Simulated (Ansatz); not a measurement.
# Co: the cost of one run

Method: DFT PBE, scalar-relativistic, plane waves, PAW, in Ansatz 0.2.0.

1 further run of the same task is left out (it didn't finish).

### Step 1. The structure to begin with

The structure is cubic, space group Im-3m (No. 229). Conventional cell: a = 2.805 Å, b = 2.805 Å, c = 2.805 Å, α = 90.00°, β = 90.00°, γ = 90.00°. Around Co (site symmetry m-3m) lie 8 Co at 2.43 Å.

As a file:

```xyz
1
Lattice="-1.4023 1.4023 1.4023 1.4023 -1.4023 1.4023 1.4023 1.4023 -1.4023" Properties=species:S:1:pos:R:3 pbc="T T T"
Co    0.0000    0.0000    0.0000
```

The structure comes from the Materials Project (structure only).

### Step 2. Probe: one point at the start

Contents of input.yaml:

```yaml
crystal:
  lattice:
    - [-1.40232, 1.40232, 1.40232]
    - [1.40232, -1.40232, 1.40232]
    - [1.40232, 1.40232, -1.40232]
  atoms:
    - { symbol: Co, position: [0.0, 0.0, 0.0], spin: 3.0 }
basis:
  ecutwfc: 420
kpoints:
  mp_grid: { grid: [8, 8, 8] }
hamiltonian:
  xc: pbe
scf:
  occupations: { method: gaussian, width: 0.1 }
  lower_state_search: "off"
output:
  forces: true
  stress: true
  eigenvalues: true
  populations: true
magnetization:
  spin_polarized: true
```

Q: Estimate wall time and peak memory on 1 thread of an Arm CPU, shared host.

About 1.1 s, with a peak of 0.24 GiB.
